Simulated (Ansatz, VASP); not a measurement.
**CdTe: VASP beside Ansatz**

```
CELL_PARAMETERS angstrom
0.00000 3.04436 3.04436
3.04436 0.00000 3.04436
3.04436 3.04436 0.00000
ATOMIC_POSITIONS crystal
Cd 0.00000 0.00000 0.00000
Te 0.50000 0.50000 0.50000
```

Alike in both runs: task single point; functional r2SCAN; k mesh 6 × 6 × 6; occupations fermi-dirac, width 0.2 eV; no spin polarisation.

|  | VASP | Ansatz |
| --- | --- | --- |
| version | VASP 6.6.1 | Ansatz 0.2.0 |
| potentials or method | VASP PAW PBE potentials, release 64 (Cd, Te) | plane waves |
| plane-wave cutoff (eV) | 520 | 500 |
| valence electrons in the cell | 18 | 36 |

|  | VASP | Ansatz | Ansatz less VASP |
| --- | --- | --- | --- |
| pressure (GPa) | 0.2 | 0.0 | -0.20 |

The two sets of potentials don't hold the same shells in valence.

Caveats: the PAW data sets were made with another functional, which shifts forces and pressure a little (VASP). Spin-orbit coupling is left out, which matters for the levels of Te.
